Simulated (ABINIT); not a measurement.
# BeTe (F-43m) in ABINIT: further runs

Runs on BeTe. Level: PBE. Tasks: single point, equation of state.

Program: ABINIT 10.8.3 (patched build). These are calculated values, not measurements. Logs are shortened: lines on timing, memory, paths and dates and some standing lists are left out, and cuts for length are marked. The log counts tension as positive stress, the text compression.

## Step 1: Starting point

It takes space group F-43m (No. 216, cubic). The conventional cell has a = 5.540 Å, b = 5.540 Å, c = 5.540 Å, α = 90.00°, β = 90.00°, γ = 90.00°. Te (site symmetry -43m) is surrounded by 4 Be at 2.40 Å. Around Be (site symmetry -43m) lie 4 Te at 2.40 Å.

## Step 2: Single point, PBE, 21.25 Å³/atom (biaxial strain of 0 %)

Contents of run.abi:

```
pp_dirpath "./"
pseudos "Te.GGA_PBE-JTH.xml, Be.GGA_PBE-JTH.xml"

acell 3*1.0
rprim
     0.0000000000     5.2345413652     5.2345413652
     5.2345413652     0.0000000000     5.2345413652
     5.2345413652     5.2345413652     0.0000000000
ntypat 2
znucl 52 4
natom 2
typat 1 2
xred
     0.7500000000     0.7500000000     0.7500000000
     0.0000000000     0.0000000000     0.0000000000

ecut 19.0
pawecutdg 38.0
pawxcdev 0

kptopt 1
ngkpt 8 8 8
nshiftk 1
shiftk 0.0 0.0 0.0

ixc 11

nband 9
occopt 3
tsmear 0.00183747

nstep 100
tolvrs 1.0e-9

iomode 3
prtwf 0
prtden 0
prteig 0
prtebands 0
enunit 2
```

Potentials or basis: JTH PAW PBE v2.0.

On the command line:

```sh
$ abinit run.abi > log 2>&1
```

run.abo:

```text
.Version 10.8.3 of ABINIT
 Symmetries : space group F-4 3 m (#216); Bravais cF (face-center cubic)
================================================================================
 Values of the parameters that define the memory need of the present run
     intxc =       0    ionmov =       0      iscf =      17    lmnmax =       8
     lnmax =       4     mgfft =      30  mpssoang =       2    mqgrid =    3001
     natom =       2  nloc_mem =       2    nspden =       1   nspinor =       1
    nsppol =       1      nsym =      24    n1xccc =       1    ntypat =       2
    occopt =       3   xclevel =       2
       mpw =        1151          nfft =       27000          nkpt =          29
 PAW method is used; the additional fine FFT grid is defined by:
   mgfftf=        45    nfftf =     91125
================================================================================
================================================================================

--------------------------------------------------------------------------------
------------- Echo of variables that govern the present computation ------------
--------------------------------------------------------------------------------
 -outvars: echo values of preprocessed input variables --------
            acell      1.0000000000E+00  1.0000000000E+00  1.0000000000E+00 Bohr
              amu      1.27600000E+02  9.01218200E+00
             ecut      1.90000000E+01 Hartree
           enunit           2
              ixc          11
         kptrlatt        8    0    0      0    8    0      0    0    8
          kptrlen      5.92220751E+01
            natom           2
            nband           9
            ngfft          30      30      30
          ngfftdg          45      45      45
             nkpt          29
            nstep         100
             nsym          24
           ntypat           2
           occopt           3
        pawecutdg      3.80000000E+01 Hartree
         pawxcdev           0
           prtden           0
        prtebands           0
           prteig           0
            prtwf           0
            rprim      0.0000000000E+00  5.2345413652E+00  5.2345413652E+00
                       5.2345413652E+00  0.0000000000E+00  5.2345413652E+00
                       5.2345413652E+00  5.2345413652E+00  0.0000000000E+00
          spgroup         216
           tolvrs      1.00000000E-09
           tsmear      1.83747000E-03 Hartree
            typat      1  2
           useylm           1
           xangst      4.1549999972E+00  4.1549999972E+00  4.1549999972E+00
                       0.0000000000E+00  0.0000000000E+00  0.0000000000E+00
            xcart      7.8518120478E+00  7.8518120478E+00  7.8518120478E+00
                       0.0000000000E+00  0.0000000000E+00  0.0000000000E+00
             xred      7.5000000000E-01  7.5000000000E-01  7.5000000000E-01
                       0.0000000000E+00  0.0000000000E+00  0.0000000000E+00
            znucl       52.00000    4.00000

================================================================================

 chkinp: Checking input parameters for consistency.

================================================================================
== DATASET  1 ==================================================================

--- !DatasetInfo
iteration_state: {dtset: 1, }
dimensions: {natom: 2, nkpt: 29, mband: 9, nsppol: 1, nspinor: 1, nspden: 1, mpw: 1151, }
cutoff_energies: {ecut:  19.0, pawecutdg:  38.0, }
electrons: {nelect:   1.00000000E+01, charge:   0.00000000E+00, occopt:   3.00000000E+00, tsmear:   1.83747000E-03, }
meta: {optdriver: 0, ionmov: 0, optcell: 0, iscf: 17, paral_kgb: 0, }
...

 Exchange-correlation functional for the present dataset will be:
  GGA: Perdew-Burke-Ernzerhof functional - ixc=11
  J.P.Perdew, K.Burke, M.Ernzerhof, PRL 77, 3865 (1996)

 Real(R)+Recip(G) space primitive vectors, cartesian coordinates (Bohr,Bohr^-1):
 R(1)=  0.0000000  5.2345414  5.2345414  G(1)= -0.0955194  0.0955194  0.0955194
 R(2)=  5.2345414  0.0000000  5.2345414  G(2)=  0.0955194 -0.0955194  0.0955194
 R(3)=  5.2345414  5.2345414  0.0000000  G(3)=  0.0955194  0.0955194 -0.0955194
 Unit cell volume ucvol=  2.8685730E+02 bohr^3
 Angles (23,13,12)=  6.00000000E+01  6.00000000E+01  6.00000000E+01 degrees

 Coarse grid specifications (used for wave-functions):

 getcut: wavevector=  0.0000  0.0000  0.0000  ngfft=  30  30  30
         ecut(hartree)=     19.000   => boxcut(ratio)=   2.06761

 Fine grid specifications (used for densities):

 getcut: wavevector=  0.0000  0.0000  0.0000  ngfft=  45  45  45
         ecut(hartree)=     38.000   => boxcut(ratio)=   2.14191

--- Pseudopotential description ------------------------------------------------
- pspini: atom type   1  psp file is ./Te.GGA_PBE-JTH.xml
 Pseudopotential format is: paw10
 basis_size (lnmax)=  4 (lmn_size=  8), orbitals=   0   0   1   1
 Spheres core radius: rc_sph= 2.31107438
 Shapefunction is SIN type: shapef(r)=[sin(pi*r/rshp)/(pi*r/rshp)]**2
 Radius for shape functions =  2.10488624
 Compensation charge density is not taken into account in XC energy/potential

- pspini: atom type   2  psp file is ./Be.GGA_PBE-JTH.xml
 Pseudopotential format is: paw10
 basis_size (lnmax)=  4 (lmn_size=  8), orbitals=   0   0   1   1
 Spheres core radius: rc_sph= 1.60727588
 Shapefunction is SIN type: shapef(r)=[sin(pi*r/rshp)/(pi*r/rshp)]**2
 Radius for shape functions =  1.40108027
 Compensation charge density is not taken into account in XC energy/potential

   1.14173192E+03                                ecore*ucvol(ha*bohr**3)
--------------------------------------------------------------------------------

[... 7 lines left out ...]

     iter   Etot(hartree)      deltaE(h)  residm     nres2
 ETOT  1  -22.378954407021    -2.238E+01 3.106E+01 2.323E+00
 ETOT  2  -23.119585188317    -7.406E-01 3.121E-02 8.043E-01
 ETOT  3  -23.116226660785     3.359E-03 1.910E-02 2.036E-01
 ETOT  4  -23.115433826547     7.928E-04 2.556E-03 8.454E-03
 ETOT  5  -23.115464816850    -3.099E-05 2.931E-03 1.234E-03
 ETOT  6  -23.115480876633    -1.606E-05 5.361E-04 3.872E-05
 ETOT  7  -23.115480860538     1.609E-08 2.693E-04 7.272E-06
 ETOT  8  -23.115480941625    -8.109E-08 4.225E-05 5.311E-07
 ETOT  9  -23.115480942517    -8.919E-10 2.051E-05 3.219E-08
 ETOT 10  -23.115480942885    -3.682E-10 3.103E-06 1.720E-09
 ETOT 11  -23.115480942917    -3.173E-11 1.613E-06 1.798E-10

 At SCF step   11       nres2   =  1.80E-10 < tolvrs=  1.00E-09 =>converged.

 Cartesian components of stress tensor (hartree/bohr^3)
  sigma(1 1)= -1.49998391E-04  sigma(3 2)=  0.00000000E+00
  sigma(2 2)= -1.49998391E-04  sigma(3 1)=  0.00000000E+00
  sigma(3 3)= -1.49998391E-04  sigma(2 1)=  0.00000000E+00

--- !ResultsGS
iteration_state: {dtset: 1, }
comment   : Summary of ground state results
lattice_vectors:
- [  0.0000000,   5.2345414,   5.2345414, ]
- [  5.2345414,   0.0000000,   5.2345414, ]
- [  5.2345414,   5.2345414,   0.0000000, ]
lattice_lengths: [   7.40276,    7.40276,    7.40276, ]
lattice_angles: [ 60.000,  60.000,  60.000, ] # degrees, (23, 13, 12)
lattice_volume:   2.8685730E+02
convergence: {deltae: -3.173E-11, res2:  1.798E-10, residm:  1.613E-06, diffor: null, }
etotal    :  -2.31154809E+01
entropy   :   0.00000000E+00
fermie    :  -1.38563417E-01
cartesian_stress_tensor: # hartree/bohr^3
- [ -1.49998391E-04,   0.00000000E+00,   0.00000000E+00, ]
- [  0.00000000E+00,  -1.49998391E-04,   0.00000000E+00, ]
- [  0.00000000E+00,   0.00000000E+00,  -1.49998391E-04, ]
pressure_GPa:   4.4131E+00
xred      :
- [  7.5000E-01,   7.5000E-01,   7.5000E-01, Te]
- [  0.0000E+00,   0.0000E+00,   0.0000E+00, Be]
cartesian_forces: # hartree/bohr
- [  6.74709734E-30,   1.10986455E-29,   6.74709734E-30, ]
- [ -6.74709734E-30,  -1.10986455E-29,  -6.74709734E-30, ]
force_length_stats: {min:   1.46364810E-29, max:   1.46364810E-29, mean:   1.46364810E-29, }
...

 Integrated electronic density in atomic spheres:
 ------------------------------------------------
 Atom  Sphere_radius  Integrated_density
    1        2.31107          3.24484846
    2        1.60728          2.53534151

================================================================================

 ----iterations are completed or convergence reached----

 Mean square residual over all n,k,spin=   74.351E-10; max=  16.125E-07
 reduced coordinates (array xred) for    2 atoms
       0.750000000000      0.750000000000      0.750000000000
       0.000000000000      0.000000000000      0.000000000000
 rms dE/dt=  1.2232E-28; max dE/dt=  1.8683E-28; dE/dt below (all hartree)
    1       0.000000000000      0.000000000000      0.000000000000
    2       0.000000000000      0.000000000000      0.000000000000

 cartesian coordinates (angstrom) at end:
    1      4.15499999717058     4.15499999717058     4.15499999717058
    2      0.00000000000000     0.00000000000000     0.00000000000000

 cartesian forces (hartree/bohr) at end:
    1      0.00000000000000     0.00000000000000     0.00000000000000
    2     -0.00000000000000    -0.00000000000000    -0.00000000000000
 frms,max,avg= 8.4503762E-30 1.1098645E-29   0.000E+00  0.000E+00  0.000E+00 h/b

 cartesian forces (eV/Angstrom) at end:
    1      0.00000000000000     0.00000000000000     0.00000000000000
    2     -0.00000000000000    -0.00000000000000    -0.00000000000000
 frms,max,avg= 4.3453582E-28 5.7071530E-28   0.000E+00  0.000E+00  0.000E+00 e/A
 length scales=  1.000000000000  1.000000000000  1.000000000000 bohr
              =  0.529177210544  0.529177210544  0.529177210544 angstroms
 Fermi (or HOMO) energy (hartree) =  -0.13856   Average Vxc (hartree)=  -0.34337
 Eigenvalues (hartree) for nkpt=  29  k points:
 kpt#   1, nband=  9, wtk=  0.00195, kpt=  0.0000  0.0000  0.0000 (reduced coord)
  -3.85912   -0.63654   -0.17255   -0.17255   -0.17255   -0.03888   -0.03888   -0.03888
  -0.01675
      occupation numbers for kpt#   1
   2.00000    2.00000    2.00000    2.00000    2.00000    0.00000    0.00000    0.00000
   0.00000
 prteigrs : prtvol=0 or 1, do not print more k-points.

 Fermi (or HOMO) energy (eV) =  -3.77050   Average Vxc (eV)=  -9.34363
 Eigenvalues (   eV  ) for nkpt=  29  k points:
 kpt#   1, nband=  9, wtk=  0.00195, kpt=  0.0000  0.0000  0.0000 (reduced coord)
-105.01198  -17.32112   -4.69532   -4.69532   -4.69532   -1.05796   -1.05796   -1.05796
  -0.45583
 prteigrs : prtvol=0 or 1, do not print more k-points.

--- !EnergyTerms
iteration_state     : {dtset: 1, }
comment             : Components of total free energy in Hartree
kinetic             :  4.42514328364212E+00
hartree             :  2.51934745483429E+00
xc                  : -4.91879511648111E+00
Ewald energy        : -1.32249291340103E+01
psp_core            :  3.98013898045654E+00
local_psp           : -7.86761498586355E+00
PAW spherical_terms : -8.02877840009681E+00
internal            : -2.31154879175188E+01
'-kT*entropy'       : -8.20617008813706E-12
total_energy        : -2.31154879175270E+01
total_energy_eV     : -6.29004469988135E+02
...

--- !EnergyTermsDC
iteration_state     : {dtset: 1, }
comment             : '"Double-counting" decomposition of free energy'
band_energy         : -1.05908981344637E+01
Ewald energy        : -1.32249291340103E+01
psp_core            :  3.98013898045654E+00
xc_dc               : -3.31852984896843E+00
PAW spherical_terms :  3.87371940770516E-02
internal            : -2.31154809429088E+01
'-kT*entropy'       : -8.20617008813706E-12
total_energy_dc     : -2.31154809429170E+01
total_energy_dc_eV  : -6.29004280199329E+02
...

--- !EnergyTermsWithPAWCore
iteration_state     : {dtset: 1, }
comment             : 'Components of total free energy, including PAW core contributions'
Total energy        : -6.80939116625727E+03
Total energy DC     : -6.80939115928266E+03
Total energy (eV)   : -1.85292973124998E+05
Total energy DC (eV): -1.85292972935209E+05
...

 Cartesian components of stress tensor (hartree/bohr^3)
  sigma(1 1)= -1.49998391E-04  sigma(3 2)=  0.00000000E+00
  sigma(2 2)= -1.49998391E-04  sigma(3 1)=  0.00000000E+00
  sigma(3 3)= -1.49998391E-04  sigma(2 1)=  0.00000000E+00

-Cartesian components of stress tensor (GPa)         [Pressure=  4.4131E+00 GPa]
- sigma(1 1)= -4.41310504E+00  sigma(3 2)=  0.00000000E+00
- sigma(2 2)= -4.41310504E+00  sigma(3 1)=  0.00000000E+00
- sigma(3 3)= -4.41310504E+00  sigma(2 1)=  0.00000000E+00

== END DATASET(S) ==============================================================
================================================================================

 -outvars: echo values of variables after computation  --------
            acell      1.0000000000E+00  1.0000000000E+00  1.0000000000E+00 Bohr
           etotal     -2.3115480943E+01
            fcart      6.7470973380E-30  1.1098645458E-29  6.7470973380E-30
                      -6.7470973380E-30 -1.1098645458E-29 -6.7470973380E-30
            rprim      0.0000000000E+00  5.2345413652E+00  5.2345413652E+00
                       5.2345413652E+00  0.0000000000E+00  5.2345413652E+00
                       5.2345413652E+00  5.2345413652E+00  0.0000000000E+00
           strten     -1.4999839137E-04 -1.4999839137E-04 -1.4999839137E-04
                       0.0000000000E+00  0.0000000000E+00  0.0000000000E+00
           xangst      4.1549999972E+00  4.1549999972E+00  4.1549999972E+00
                       0.0000000000E+00  0.0000000000E+00  0.0000000000E+00
             xred      7.5000000000E-01  7.5000000000E-01  7.5000000000E-01
                       0.0000000000E+00  0.0000000000E+00  0.0000000000E+00
 Calculation completed.
```

It took 8.6 s on 1 thread of Arm Neoverse V2, shared host; peak memory 0.1 GiB.

Results:

```yaml
Free_energy: -629.0043 eV
Pressure: 4.4 GPa
Band_gap_on_the_k_mesh: 1.85 eV, indirect (least direct gap 3.64 eV)
Valence_electrons_inside_the_program's_atomic_spheres: Te 3.24; Be 2.54
```

Caveat: spin-orbit coupling is left out, which moves the levels of the heavy elements.

## Step 3: Single point, PBE, 19.59 Å³/atom (biaxial strain of -4 %)

Edit run.abi of step 2 so:

```diff
@@ -5,5 +5,5 @@
 rprim
-     0.0000000000     5.2345413652     5.2345413652
-     5.2345413652     0.0000000000     5.2345413652
-     5.2345413652     5.2345413652     0.0000000000
+     0.0000000000     5.0251597106     5.2345413652
+     5.0251597106     0.0000000000     5.2345413652
+     5.0251597106     5.0251597106     0.0000000000
 ntypat 2
@@ -15,2 +15,5 @@
      0.0000000000     0.0000000000     0.0000000000
+chkprim 0
+chksymtnons 0
+tolsym 1.0e-6
```

Potentials or basis: JTH PAW PBE v2.0.

On the command line:

```sh
$ abinit run.abi > log 2>&1
```

It took 15 s on 1 thread of Arm Neoverse V2, shared host; peak memory 0.1 GiB.

It converged, with:

```yaml
Free_energy: -628.8333 eV
Pressure: 11.4 GPa
Band_gap_on_the_k_mesh: 1.42 eV, indirect (least direct gap 3.45 eV)
Valence_electrons_inside_the_program's_atomic_spheres: Te 3.30; Be 2.59
```

Caveat: spin-orbit coupling is left out, which moves the levels of the heavy elements.

## Step 4: Equation of state, PBE

Contents of run.abi:

```
ndtset 7
getwfk -1
scalecart1 3*0.9795861087
scalecart2 3*0.9864848297
scalecart3 3*0.9932883884
scalecart4 3*1.0000000000
scalecart5 3*1.0066227096
scalecart6 3*1.0131594038
scalecart7 3*1.0196128224

pp_dirpath "./"
pseudos "Te.GGA_PBE-JTH.xml, Be.GGA_PBE-JTH.xml"

acell 3*1.0
rprim
     0.0000000000     5.2345413652     5.2345413652
     5.2345413652     0.0000000000     5.2345413652
     5.2345413652     5.2345413652     0.0000000000
ntypat 2
znucl 52 4
natom 2
typat 1 2
xred
     0.7500000000     0.7500000000     0.7500000000
     0.0000000000     0.0000000000     0.0000000000

ecut 23.0
pawecutdg 45.0
pawxcdev 0

kptopt 1
ngkpt 8 8 8
nshiftk 1
shiftk 0.0 0.0 0.0

ixc 11

nband 9
occopt 3
tsmear 0.00183747

nstep 100
tolvrs 1.0e-9

iomode 3
prtwf 1
prtden 0
prteig 0
prtebands 0
enunit 2
```

On the command line:

```sh
$ abinit run.abi > log 2>&1
```

Run time: 71 s. Hardware: 1 thread of Arm Neoverse V1, shared host; peak memory 0.14 GiB.

The run converged. Its results:

| Property | Result |
| --- | --- |
| Equilibrium volume | 22.74 Å³/atom (rough: see the caveat) |
| Bulk modulus | 58 GPa (rough) |

Energy against volume, from the lowest point:
```tsv
volume (Å³/atom)	energy (meV/atom)
19.979	74.38
20.404	51.32
20.829	33.10
21.254	19.22
21.679	9.28
22.104	2.98
22.529	0.00
```

Caveat: pressures at fixed basis lie under the slope of the energies; the minimum lies outside the volumes run. Spin-orbit coupling is left out, which matters for the levels of Te.
